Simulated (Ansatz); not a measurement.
## Sb: energy change per atom and pressure against volume scale

All results are calculated (Ansatz 0.2.0). Plane-wave DFT, scalar-relativistic PAW made under PBE with cores redone for the functional, no dispersion; the given relaxed cell is scaled uniformly, energy at zero smearing counts from the unscaled cell, pressure at the given Fermi-Dirac smearing is positive in compression.

The cell before it is scaled or strained (space group Fd-3m, No. 227):
```
cell vectors (Å)
   0.0000     3.5270     3.5270
   3.5270     0.0000     3.5270
   3.5270     3.5270     0.0000
atoms (fractions of the cell vectors)
Sb  0.12500  0.12500  0.12500
Sb  0.87500  0.87500  0.87500
```

Settings of every row: spin polarised no; functional revPBE; wave cutoff 420 eV; smearing width 0.1 eV; k mesh 9x9x9.

Atom starting moment: 0 on all atoms.

Limits: the cell comes from a prototype or a list of computed structures and needn't be the stable phase.

```
row  volume scale  V (Å³/atom)  energy change per atom (meV)  pressure (GPa)
  1          0.88        38.61                          72.3            4.75
  2          0.92       40.365                         30.31            2.83
  3          0.96        42.12                          7.33            1.27
  4          1.04        45.63                             ?               ?
  5          1.08       47.385                         21.66           -1.93
  6          1.12        49.14                         46.42           -2.63
```

Question: what energy change per atom and pressure should row 4 give?

Worked fit of energy change per atom. Take u = (V_r/V)^(2/3) − 1 with V_r = 42.12 Å³ an atom, which is twice the finite (Eulerian) strain; such expansions in the strain, on which the Birch-Murnaghan equation of state is built, carry the rest volume and the bulk modulus. The shown rows have u = 0.05972, 0.02878, 0, -0.07552, -0.09766. Least squares give energy change per atom = 7.343 + 523.65 × u + 9454.7 × u² meV; a straight line predicts inner rows, each left out in turn, worse (root mean square 25 against 0.085 meV). The rows lie off it by -0.04, 0.07, -0.01, -0.06, 0.04 (root mean square 0.049 meV). Its lowest point lies at u = -0.0277, or V = 43.93 Å³ an atom, and the curvature there gives the bulk modulus at fixed shape and fractions, B = (4/9)(1 + u)² E″(u)/V = 29 GPa. The withheld row has u = -0.05196, so the fit gives 7.343 + 523.65 × (-0.05196) + 9454.7 × (-0.05196)² = 5.66 meV.

The calculation gave 5.55 meV. The fit lies 0.11 meV (2 % of the value, 0.16 % of the column's range) above it; its largest miss of a shown row is 0.07 meV.

Worked fit of pressure. Take u = (V_r/V)^(2/3) − 1 with V_r = 42.12 Å³ an atom, which is twice the finite (Eulerian) strain; such expansions in the strain, on which the Birch-Murnaghan equation of state is built, carry the rest volume and the bulk modulus. The shown rows have u = 0.05972, 0.02878, 0, -0.07552, -0.09766. Least squares give pressure = 1.268 + 51.26 × u + 116.8 × u² GPa; a straight line predicts inner rows, each left out in turn, worse (root mean square 0.31 against 0.012 GPa). The rows lie off it by 0.00, -0.01, 0.00, 0.01, -0.01. The pressure vanishes at u = -0.0263, or V = 43.84 Å³ an atom, and there the bulk modulus at fixed shape and fractions is B = −V dP/dV = (2/3)(1 + u) dP/du = 29.3 GPa. The withheld row has u = -0.05196, so the fit gives 1.268 + 51.26 × (-0.05196) + 116.8 × (-0.05196)² = -1.08 GPa.

The calculation gave -1.07 GPa. The fit lies 0.01 GPa (0.14 % of the column's range) below it, one unit of the last digit.
